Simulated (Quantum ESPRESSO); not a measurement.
# BaZrO3: zone-centre phonons under several settings

```
CELL_PARAMETERS angstrom
4.19134 0.00000 0.00000
0.00000 4.19134 0.00000
0.00000 0.00000 4.19134
ATOMIC_POSITIONS crystal
Ba 0.00000 0.00000 0.00000
Zr 0.50000 0.50000 0.50000
O 0.50000 0.50000 0.00000
O 0.50000 0.00000 0.50000
O 0.00000 0.50000 0.50000
```

All runs used Quantum ESPRESSO 7.5; k mesh 4 × 4 × 4, shifted; relaxed cell; no spin polarisation; cutoff 612 eV; occupations smeared at first, fixed for the response.

```csv
level,potentials,volume (Å³/atom),lowest optical mode without the field (cm⁻¹),highest optical mode without the field (cm⁻¹)
PBE,GBRV 1.5 PBE,?,?,?
LDA,GBRV 1.5 LDA,14.32,105,524
```

**Question.** What stands in the row left open?

**Answer.** Volume 15.15 Å³/atom; lowest optical mode without the field 97 cm⁻¹; highest optical mode without the field 469 cm⁻¹.

